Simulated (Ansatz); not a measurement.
The system is Te.

```
Te
1.0
     5.22326    0.00000    0.00000
     0.00000    5.22326    0.00000
     0.00000    0.00000    5.22326
Te
4
Direct
  0.87500 0.12500 0.62500
  0.37500 0.37500 0.37500
  0.12500 0.62500 0.87500
  0.62500 0.87500 0.12500
```

The cell was built by a generator and needn't be a form met in nature.

Base run:

| Quantity | Value |
| --- | --- |
| Program | Ansatz 0.2.0 |
| Functional | PBE |
| Potentials or basis | Ansatz PAW |
| Cutoff | 420 eV |
| Density cutoff | 1680 eV |
| k mesh | 4 × 4 × 4 |
| Occupations | fermi-dirac, width 0.05 eV |
| Spin | no spin polarisation |

Its results: band gap on the k mesh none (metal or under the smearing width); pressure 0.1 GPa.

Task: The run is repeated on the same cell with these changes: functional from PBE to BLYP. What comes out?

Result: Band gap on the k mesh none (metal or under the smearing width); pressure 3.7 GPa.

BLYP binds less tightly than PBE, so the same cell stands under more pressure.

Caveats: the potentials were made for another functional, which shifts forces and pressure (some runs); the PAW data sets come from PBE, with cores solved anew for the run's functional, which leaves a small shift of forces and pressure (some runs).

Not every run made on this cell is shown here.
